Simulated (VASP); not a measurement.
**InSe in VASP: convergence with SIGMA**

Input of the first run (SIGMA 0.15 eV); the others differ in this setting and in those tied to it:

The input INCAR:

```
PREC = Accurate
ENCUT = 600
EDIFF = 1E-7
ISMEAR = -1
SIGMA = 0.15
LREAL = F
LASPH = T
NELM = 80
ALGO = Normal
ISIF = 2
LWAVE = F
LCHARG = F
GGA = PE
```

KPOINTS

```
Automatic mesh
0
Gamma
  8 8 2
```

File POSCAR:

```
InSe
1.0
    4.0500000000      0.0000000000      0.0000000000
   -2.0250000000      3.5074028853      0.0000000000
    0.0000000000      0.0000000000     16.9300000000
In Se
4 4
Direct
    0.6666666667      0.3333333333      0.8430000000
    0.3333333333      0.6666666667      0.3430000000
    0.6666666667      0.3333333333      0.6570000000
    0.3333333333      0.6666666667      0.1570000000
    0.6666666667      0.3333333333      0.3980000000
    0.3333333333      0.6666666667      0.8980000000
    0.6666666667      0.3333333333      0.1020000000
    0.3333333333      0.6666666667      0.6020000000
```

Potentials or basis: VASP PAW PBE potentials, release 64 (In_d_GW, Se_GW).

The run is started by

```bash
$ cat potpaw_PBE.64/In_d_GW/POTCAR potpaw_PBE.64/Se_GW/POTCAR > POTCAR
$ mpirun -np 1 vasp_std > vasp.out
```

Hardware: 1 thread of Intel(R) Xeon(R) Platinum 8488C (Sapphire Rapids), with other jobs on the host.

Question: The values tried are 0.15 eV, 0.1 eV, 0.05 eV, 0.02 eV, 0.01 eV, loosest first. From which on does the largest force stay within 0.005 eV/Å of the tightest run that finished?

Answer: From 0.05 eV on.

```
  SIGMA  energy less the tightest run, at zero smearing (meV/atom)  pressure (GPa)  largest force (eV/Å)  SCF cycles  CPU time (s)  peak memory (GiB)
0.15 eV                                                       0.41            7.59                 2.856          22           730               0.52
 0.1 eV                                                      -0.04            7.56                 2.871          22           750               0.52
0.05 eV                                                      -0.09            7.55                 2.878          22           720               0.51
0.02 eV                                                      -0.03            7.54                 2.878          22           690               0.51
0.01 eV                                                       0.00            7.54                 2.878          22           550               0.51
```

Against the tightest run, the energy stays within 1 meV/atom from 0.15 eV on; the pressure stays within 0.1 GPa from 0.15 eV on. Narrower smearing needs a denser k mesh, so at a fixed mesh the narrowest width isn't the most accurate. The tightest run that finished is the yardstick and may itself not be fully converged.

Caveat, for the tightest run too: this functional lacks dispersion, which binds the layers, so the pressure and a relaxed spacing across them are unreliable; forces of over 1 eV/Å show positions far from the minimum, so gaps and moduli don't describe the material at rest.
